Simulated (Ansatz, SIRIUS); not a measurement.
Given: the input of a run of SIRIUS 7.12.0 on MnO. The cell is a database's computed one, not the measured one.

sirius.json

```json
{
  "control": {
    "processing_unit": "cpu",
    "std_evp_solver_name": "lapack",
    "gen_evp_solver_name": "lapack",
    "verbosity": 2,
    "print_forces": true,
    "ortho_rf": true,
    "use_second_variation": true,
    "rmt_max": 3.0,
    "num_bands_to_print": 22,
    "save_wf": true
  },
  "parameters": {
    "electronic_structure_method": "full_potential_lapwlo",
    "xc_functionals": ["XC_GGA_X_PBE_SOL", "XC_GGA_C_PBE_SOL"],
    "core_relativity": "dirac",
    "valence_relativity": "iora",
    "num_fv_states": 22,
    "smearing": "fermi_dirac",
    "smearing_width": 0.0018374661,
    "pw_cutoff": 23,
    "gk_cutoff": 4.5,
    "lmax_apw": 12,
    "lmax_rho": 8,
    "lmax_pot": 8,
    "num_mag_dims": 1,
    "auto_rmt": 0,
    "ngridk": [10, 10, 10],
    "shiftk": [0, 0, 0],
    "num_dft_iter": 80,
    "energy_tol": 1e-07,
    "density_tol": 1e-05,
    "use_symmetry": true
  },
  "settings": {"tol_ne": 1e-10},
  "iterative_solver": {"type": "exact"},
  "mixer": {"type": "anderson", "beta": 0.4, "max_history": 8},
  "unit_cell": {
    "lattice_vectors": [[0.0, 4.2025764847, 4.2025764847], [4.2025764847, 0.0, 4.2025764847], [4.2025764847, 4.2025764847, 0.0]],
    "atom_types": ["Mn", "O"],
    "atom_files": {"Mn": "Mn.json", "O": "O.json"},
    "atoms": {"Mn": [[0.0, 0.0, 0.0, 0.0, 0.0, 4.0]], "O": [[0.5, 0.5, 0.5, 0.0, 0.0, 0.0]]}
  }
}
```

Potentials or basis: all-electron FP-LAPW, apw+lo standard.

Launch:

```sh
$ OMP_NUM_THREADS=1 sirius.scf --input=sirius_start.json --output=start.json
$ OMP_NUM_THREADS=1 sirius.scf --input=sirius.json --output=output.json --task=1
```

Task: Set up the same calculation for Ansatz 0.2.0. Potentials or basis there: all-electron LAPW, scalar-relativistic.

Result: As run (cutoffs and basis follow the program's own potentials, and thresholds, step limits or extra output files can differ):

File input.yaml:

```yaml
crystal:
  lattice:
    - [0.0, 2.2239077028, 2.2239077028]
    - [2.2239077028, 0.0, 2.2239077028]
    - [2.2239077028, 2.2239077028, 0.0]
  atoms:
    - { symbol: Mn, position: [0.0, 0.0, 0.0], spin: 4.0 }
    - { symbol: O, position: [0.5, 0.5, 0.5] }
kpoints:
  mp_grid: { grid: [10, 10, 10] }
scf:
  occupations: { method: fermi_dirac, width: 0.05 }
hamiltonian:
  xc: pbesol
  pseudopotentials: { kind: all_electron, lapw: { basis_error: 0.001 } }
magnetization:
  spin_polarized: true
output:
  forces: true
  stress: true
  eigenvalues: true
  populations: true
```

Potentials or basis: all-electron LAPW, scalar-relativistic.

Run with:

```sh
$ ansatz run input.yaml --threads 2 --pin off --max-ram 6144MiB --backend cpu --events-out ev --progress --plain --runs-dir out
```

Both were run:

|  | SIRIUS | Ansatz |
| --- | --- | --- |
| Net moment | 4.76 μB per cell | 4.77 μB per cell |

Where Ansatz's input types no cutoff or centring, it takes its own default and a Γ-centred mesh.

The magnetic state is the one that the start led to; the real crystal's order can differ.
